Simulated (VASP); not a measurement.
# Hf (P6_3/mmc) in VASP: a series of runs, part 2 of 2

VASP 6.6.1. The steps go on from the part before.

### 5 Relaxation of cell and atoms, PBEsol, target pressure 30 GPa, at which the enthalpy is minimised

This run uses another cell than the first one, of 15.38 Å³/atom, 0.687 times its volume.

Input file INCAR:

```
SYSTEM = Hf
PREC = Accurate
ENCUT = 520
EDIFF = 1E-7
ISMEAR = 0
SIGMA = 0.1
LREAL = .False.
LASPH = .True.
NELM = 60
ALGO = Normal
ISIF = 3
LWAVE = .False.
LCHARG = .False.
GGA = PS
IBRION = 2
NSW = 80
EDIFFG = -0.002
PSTRESS = 300.0
```

Input file KPOINTS:

```
Automatic mesh
0
Gamma
  3 3 2
  0 0 0
```

Input file POSCAR:

```
Hf                                      
1.0
    2.6587521427      0.0000000000      0.0000000000
   -1.3293760713      2.3025469019     -0.0000000000
    0.0000000000      0.0000000000      5.0259281480
  Hf            
     2
Direct
     0.3333333300000021    0.6666666699999979    0.2500000000000000
     0.6666666699999979    0.3333333300000021    0.7500000000000000
```

Potentials or basis: VASP PAW PBE potentials, release 64 (Hf_pv).

Run with:

```console
$ cat potpaw_PBE.64/Hf_pv/POTCAR > POTCAR
$ mpirun -np 1 vasp_std > vasp.out
```

OUTCAR:

```text
SYSTEM = Hf
   PREC = Accurate
   ENCUT = 520
   EDIFF = 1E-7
   ISMEAR = 0
   LREAL = .False.
   LASPH = .True.
   NELM = 60
   ISIF = 3
   GGA = PS
   IBRION = 2
   NSW = 80
   EDIFFG = -0.002
   PSTRESS = 300.0

 ion  position               nearest neighbor table
   1  0.333  0.667  0.250-   2 2.94   2 2.94   2 2.94   2 2.94   2 2.94   2 2.94
   2  0.667  0.333  0.750-   1 2.94   1 2.94   1 2.94   1 2.94   1 2.94   1 2.94

  LATTYP: Found a hexagonal cell.
 ALAT       =     2.6587521427
 C/A-ratio  =     1.8903334641

  Lattice vectors:

 A1 = (   2.6587521427,   0.0000000000,   0.0000000000)
 A2 = (  -1.3293760713,   2.3025469019,   0.0000000000)
 A3 = (   0.0000000000,   0.0000000000,   5.0259281480)

Analysis of symmetry for initial positions (statically):
=====================================================================
 Subroutine PRICEL returns:
 Original cell was already a primitive cell.

 Routine SETGRP: Setting up the symmetry group for a
 hexagonal supercell.

 Subroutine GETGRP returns: Found 24 space group operations
 (whereof 12 operations were pure point group operations)
 out of a pool of 24 trial point group operations.

The static configuration has the point symmetry D_3d.
 The point group associated with its full space group is D_6h.

Analysis of symmetry for dynamics (positions and initial velocities):
=====================================================================
 Subroutine PRICEL returns:
 Original cell was already a primitive cell.

 Routine SETGRP: Setting up the symmetry group for a
 hexagonal supercell.

 Subroutine GETGRP returns: Found 24 space group operations
 (whereof 12 operations were pure point group operations)
 out of a pool of 24 trial point group operations.

The dynamic configuration has the point symmetry D_3d.
 The point group associated with its full space group is D_6h.

 Subroutine INISYM returns: Found 24 space group operations
 (whereof 12 operations are pure point group operations),
 and found     1 'primitive' translations

----------------------------------------------------------------------------------------

                                     Primitive cell

  volume of cell :      30.7682

  direct lattice vectors                    reciprocal lattice vectors
     2.658752143  0.000000000  0.000000000     0.376116293  0.217150843  0.000000000
    -1.329376071  2.302546902  0.000000000     0.000000000  0.434301685  0.000000000
     0.000000000  0.000000000  5.025928148     0.000000000  0.000000000  0.198968224

  length of vectors
     2.658752143  2.658752146  5.025928148     0.434301686  0.434301685  0.198968224

  position of ions in fractional coordinates (direct lattice)
     0.333333330  0.666666670  0.250000000
     0.666666670  0.333333330  0.750000000

  ion indices of the primitive-cell ions
   primitive index   ion index
                 1           1
                 2           2

----------------------------------------------------------------------------------------

 KPOINTS: Automatic mesh

Automatic generation of k-mesh.
 Grid dimensions read from file:
 generate k-points for:    3    3    2

 Generating k-lattice:

  Cartesian coordinates                     Fractional coordinates (reciprocal lattice)
     0.125372098  0.072383614  0.000000000     0.333333333  0.000000000  0.000000000
     0.000000000  0.144767228  0.000000000     0.000000000  0.333333333  0.000000000
     0.000000000  0.000000000  0.099484112     0.000000000  0.000000000  0.500000000

  Length of vectors
     0.144767229  0.144767228  0.099484112

  Shift w.r.t. Gamma in fractional coordinates (k-lattice)
     0.000000000  0.000000000  0.000000000

 Subroutine IBZKPT returns following result:
 ===========================================

 Found      6 irreducible k-points:

 Following reciprocal coordinates:
            Coordinates               Weight
  0.000000  0.000000  0.000000      1.000000
  0.333333  0.000000  0.000000      6.000000
  0.333333  0.333333  0.000000      2.000000
  0.000000  0.000000  0.500000      1.000000
  0.333333  0.000000  0.500000      6.000000
  0.333333  0.333333  0.500000      2.000000
   k-points           NKPTS =      6   k-points in BZ     NKDIM =      6   number of bands    NBANDS=     14
   number of dos      NEDOS =    301   number of ions     NIONS =      2
   total plane-waves  NPLWV =  16000
   dimension x,y,z NGX =    20 NGY =   20 NGZ =   40
   dimension x,y,z NGXF=    40 NGYF=   40 NGZF=   80
   ions per type =               2
   NGX,Y,Z   is equivalent  to a cutoff of  12.51, 12.51, 13.23 a.u.
   NGXF,Y,Z  is equivalent  to a cutoff of  25.01, 25.01, 26.46 a.u.
 SYSTEM =  Hf
   PREC   = accura    normal or accurate (medium, high low for compatibility)
   ISTART =      0    job   : 0-new  1-cont  2-samecut
   ICHARG =      2    charge: 1-file 2-atom 10-const
   ISPIN  =      1    spin polarized calculation?
   LNONCOLLINEAR =      F non collinear calculations
   LSORBIT =      F    spin-orbit coupling
   LASPH  =      T    aspherical Exc in radial PAW
   ENCUT  =  520.0 eV  38.22 Ry    6.18 a.u.   4.94  4.94  9.34*2*pi/ulx,y,z
   NELM   =     60;   NELMIN=  2; NELMDL= -5     # of ELM steps
   EDIFF  = 0.1E-06   stopping-criterion for ELM
   LREAL  =      F    real-space projection
   EDIFFG = -.2E-02   stopping-criterion for IOM
   NSW    =     80    number of steps for IOM
   IBRION =      2    ionic relax: 0-MD 1-quasi-New 2-CG
   NFREE  =      1    steps in history (QN), initial steepest desc. (CG)
   ISIF   =      3    stress and relaxation
   ISYM   =      2    0-nonsym 1-usesym 2-fastsym
   POTIM  = 0.5000    time-step for ionic-motion
   TEBEG  =    0.0;   TEEND  =   0.0 temperature during run
   PSTRESS=  300.0 pullay stress
   NELECT =      20.0000    total number of electrons
   NUPDOWN=      -1.0000    fix difference up-down
   EMIN   =  10.00;   EMAX   =-10.00  energy-range for DOS
   EFERMI =   0.00;   METHOD = LEGACY
   ISMEAR =     0;   SIGMA  =   0.10  broadening in eV -4-tet -1-fermi 0-gaus
   EFERMI_NEDOS =   21; number of points for ismear=-14 and -15
   IALGO  =     38    algorithm
   IMIX   =      4    mixing-type and parameters
     AMIX     =   0.40;   BMIX     =  1.00
     AMIX_MAG =   1.60;   BMIX_MAG =  1.00
  volume/ion in A,a.u.               =      15.38       103.82
  Fermi-wavevector in a.u.,A,eV,Ry     =   1.418134  2.679885 27.362734  2.011104
  Thomas-Fermi vector in A             =   2.539291
   LORBIT       =      0    0 simple, 1 ext, 2 COOP (PROOUT), +10 PAW based schemes
   GGA     = PS    functional components
   LHFCALC =     F    Hartree Fock is set to
   AEXX    =    0.0000 exact exchange contribution
   IVDW    =     0    specifies the selected vdW correction
   LEPSILON=     F    determine dielectric tensor
   LRPA    =     F    only Hartree local field effects (RPA)
 conjugate gradient relaxation of ions
 non-spin polarized calculation
 Gauss-broadening in eV      SIGMA  =   0.10
  energy-cutoff  :      520.00
  volume of cell :       30.77
 maximum number of plane-waves:       855
 NGX is ok and might be reduce to    20
   NGX =  9   NGY =  9   NGZ = 19

--------------------------------------- Ionic step        1  -------------------------------------------

 number of electron      19.9999998 magnetization

 Free energy of the ion-electron system (eV)
  ---------------------------------------------------
  ext. energy  EPLUGINS =         0.00000000
  ---------------------------------------------------
  free energy    TOTEN  =       -19.51029969 eV

  energy without entropy =      -19.50020236  energy(sigma->0) =      -19.50525102

------------------------ aborting loop because EDIFF is reached ----------------------------------------

  FORCE on cell =-STRESS in cart. coord.  units (eV):
  Direction    XX          YY          ZZ          XY          YZ          ZX
  --------------------------------------------------------------------------------------
  -------------------------------------------------------------------------------------
  Total        9.6035155      9.6035155      9.6042673      0.0000000      0.0000000     -0.0000000
  in kB      500.0785319    500.0785336    500.1176772      0.0000000      0.0000000     -0.0000000
  external PRESSURE =     200.0915809 kB  Pullay stress =     300.0000000 kB
[... 289 lines left out ...]
  enthalpy is  TOTEN    =       -13.9122727115 eV   P V=        6.3027354523

--------------------------------------- Ionic step        9  -------------------------------------------

 number of electron      20.0000005 magnetization

 Free energy of the ion-electron system (eV)
  ---------------------------------------------------
  ext. energy  EPLUGINS =         0.00000000
  ---------------------------------------------------
  free energy    TOTEN  =       -20.19727812 eV

  energy without entropy =      -20.18729000  energy(sigma->0) =      -20.19228406

 E-fermi :   6.7100     XC(G=0): -12.7648

 val. band max:        6.4214735896   @ k =   0.0000   0.0000   0.0000
 cond. band min:       6.7577130454   @ k =   0.3333   0.3333   0.0000
 fundamental gap:      0.3362394558
 Fermi energy:         6.7100213748

 k-point     1 :       0.0000    0.0000    0.0000
  band No.  band energies     occupation
      1     -23.9490      2.00000
      2     -22.4445      2.00000
      3     -22.1665      2.00000
      4     -22.1665      2.00000
      5     -22.0454      2.00000
      6     -22.0454      2.00000
      7      -1.2797      2.00000
      8       1.9630      2.00000
      9       6.4215      1.99996
     10       7.5546      0.00000
     11       8.4151      0.00000
     12       8.4151      0.00000
     13       9.0565      0.00000
     14       9.0565      0.00000
[... 112 lines left out ...]
  FREE ENERGIE OF THE ION-ELECTRON SYSTEM (eV)
  ---------------------------------------------------
  free  energy   TOTEN  =       -20.1972781219 eV

  energy  without entropy=      -20.1872899969  energy(sigma->0) =      -20.19228406

  enthalpy is  TOTEN    =       -13.9124449954 eV   P V=        6.2848331265

 reached required accuracy - stopping structural energy minimisation
```

OSZICAR:

```text
N       E                     dE             d eps       ncg     rms          rms(c)
DAV:   1     0.591792235316E+02    0.59179E+02   -0.11783E+04   168   0.143E+03
DAV:   2    -0.181665556253E+02   -0.77346E+02   -0.76132E+02   204   0.295E+02
DAV:   3    -0.199411237155E+02   -0.17746E+01   -0.16784E+01   210   0.314E+01
[... 85 lines left out ...]
DAV:   4    -0.201972784984E+02    0.81758E-05   -0.20659E-05   180   0.387E-02    0.414E-02
DAV:   5    -0.201972780861E+02    0.41235E-06   -0.52145E-06   174   0.163E-02    0.492E-03
DAV:   6    -0.201972782607E+02   -0.17465E-06   -0.31839E-07   150   0.447E-03    0.270E-03
DAV:   7    -0.201972781262E+02    0.13455E-06   -0.84969E-09    84   0.794E-04    0.356E-04
DAV:   8    -0.201972781219E+02    0.42401E-08   -0.14373E-09    84   0.322E-04
   9 F= -.13912445E+02 E0= -.13907451E+02  d E =-.655632E-04
```

CONTCAR:

```text
Hf
   1.00000000000000
     2.7507394351003418    0.0000000000152023   -0.0000000000000000
    -1.3753697174852753    2.3822102361563307    0.0000000000000000
     0.0000000000000000    0.0000000000000000    5.1221646962130238
  Hf
     2
Direct
     0.3333333300000021    0.6666666699999979    0.2500000000000000
     0.6666666699999979    0.3333333300000021    0.7500000000000000

  0.00000000E+00  0.00000000E+00  0.00000000E+00
  0.00000000E+00  0.00000000E+00  0.00000000E+00
```

Run time: 35 s. Hardware: 1 thread of Intel Xeon Platinum 8488C (Sapphire Rapids), shared host; peak memory 0.14 GiB.

What came out:

```
Free energy                                            : -20.1973 eV
Relaxed volume                                         : 16.78 Å³/atom
Relaxed cell                                           : a = 2.751 Å, b = 2.751 Å, c = 5.122 Å, α = 90.00°, β = 90.00°, γ = 120.00°
Space group after relaxing (to 0.05 Å)                 : P6_3/mmc (No. 194)
Energy change on relaxing (the enthalpy is what falls) : -343.5 meV/atom
Ionic steps                                            : 9
Pressure after relaxing                                : 30.0 GPa
Band gap on the k mesh                                 : none (metal or under the smearing width)
```

Step by step:
```tsv
step	energy change (eV)	largest force (eV/Å)	pressure (GPa)	volume (Å³)
1	0.0000	0.0000	50.01	30.77
2	-1.2672	0.0000	3.42	40.14
3	-0.6909	0.0000	29.14	33.61
4	-0.6666	0.0000	29.94	33.48
5	-0.6562	0.0000	30.29	33.43
6	-0.6799	0.0000	30.42	33.53
7	-0.6759	0.0000	30.36	33.51
8	-0.7047	0.0000	29.42	33.66
9	-0.6870	0.0000	30.01	33.56
```

Final structure:
```
Hf
1.0
     2.75074    0.00000    0.00000
    -1.37537    2.38221    0.00000
     0.00000    0.00000    5.12216
Hf
2
Direct
  0.33333 0.66667 0.25000
  0.66667 0.33333 0.75000
```

Caveat: the k mesh is coarse (spacing up to 0.91 Å⁻¹), so the values aren't converged; the cell is relaxed towards a set pressure, so the enthalpy falls and the energy may rise; the PAW data sets were made with another functional, which shifts forces and pressure a little. The run has no spin-orbit coupling, so splittings on Hf are missing.
